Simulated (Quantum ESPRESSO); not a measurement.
The system is Ir.

```
CELL_PARAMETERS angstrom
0.00000 1.91560 1.91560
1.91560 0.00000 1.91560
1.91560 1.91560 0.00000
ATOMIC_POSITIONS crystal
Ir 0.00000 0.00000 0.00000
```

Base run:

| Item | Value |
| --- | --- |
| Program | Quantum ESPRESSO 7.5 |
| Functional | PBEsol |
| Potentials or basis | GBRV 1.5 PBEsol |
| Cutoff | 612 eV |
| Density cutoff | 4898 eV |
| k mesh | 12 × 12 × 12 |
| Occupations | fermi-dirac, width 0.05 eV |
| Spin | no spin polarisation |

Its results: band gap on the k mesh none (metal or under the smearing width); pressure -0.7 GPa.

**Question.** The run is repeated on the same cell with these changes: functional from PBEsol to LDA; potentials or basis from GBRV 1.5 PBEsol to PseudoDojo 0.4.1 SR LDA standard; cutoff from 612 eV to 762 eV; density cutoff from 4898 eV to 3048 eV; valence electrons from 15 to 17. What comes out?

**Answer.** Band gap on the k mesh none (metal or under the smearing width); pressure -8.6 GPa.

Not every run made on this cell is shown here.
